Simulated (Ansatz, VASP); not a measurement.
# One calculation of Bi, two programs

INCAR

```
  PREC = Accurate
  ENCUT = 520
  EDIFF = 1E-7
  ISMEAR = 1
  SIGMA = 0.025
  LREAL = False
  LASPH = True
  NELM = 150
  ALGO = Normal
  ISIF = 2
  LWAVE = False
  LCHARG = True
  MAGMOM = 0.5 0 0
  LORBIT = 11
  LSORBIT = True
  GGA_COMPAT = False
  LORBMOM = True
  GGA = PE
  LVHAR = True
  NBANDS = 26
```

File KPOINTS:

```
regular mesh
0
Gamma
  7 7 7
```

POSCAR

```
Bi
1.0
   -1.9814305318      1.9814305318      1.9814305318
    1.9814305318     -1.9814305318      1.9814305318
    1.9814305318      1.9814305318     -1.9814305318
Bi
1
Direct
    0.0000000000      0.0000000000      0.0000000000
```

The input input.yaml:

```yaml
crystal:
  lattice:
    - [-1.9814305318, 1.9814305318, 1.9814305318]
    - [1.9814305318, -1.9814305318, 1.9814305318]
    - [1.9814305318, 1.9814305318, -1.9814305318]
  atoms:
    - { symbol: Bi, position: [0.0, 0.0, 0.0], spin: 0.5, spin_axis: [1.0, 0.0, 0.0] }
kpoints:
  mp_grid: { grid: [7, 7, 7] }
scf:
  occupations: { method: cold, width: 0.025 }
hamiltonian:
  xc: pbe
  pseudopotentials: { kind: all_electron, lapw: { basis_error: 0.001 } }
magnetization:
  noncollinear: true
  spin_orbit: true
output:
  forces: true
  stress: true
  eigenvalues: true
  populations: true
```

This isn't the form of Bi at room conditions, which is rhombohedral.

Alike in both runs: functional PBE; k mesh 7 × 7 × 7; non-collinear spin, spin-orbit coupling.

|  | VASP | Ansatz |
| --- | --- | --- |
| version | VASP 6.6.1 | Ansatz 0.2.0 |
| potentials or method | VASP PAW PBE potentials, release 64 (Bi_d) | all-electron LAPW, relativistic spinors |
| plane-wave cutoff (eV) | 520 | see its input |
| occupations | methfessel-paxton of order 1, width 0.025 eV | cold, width 0.025 eV |
| task | single point | atomic charges |

|  | VASP | Ansatz | Ansatz less VASP |
| --- | --- | --- | --- |
| gap on the k mesh at the Fermi level (eV) | none | none | - |
| pressure (GPa) | 2.3 | 2.5 | +0.19 |
| net moment per atom (μB) | 0.00 | 0.00 | -0.001 |

A gap of «none» marks a metal or a gap that the smearing closes. Ansatz ran all-electron here, so the differences hold the error of VASP's frozen core and of both bases.

Caveats: the k mesh is thin for a metal, which can move the energy by tens of meV per atom (Ansatz); the starting moments weren't kept (Ansatz).
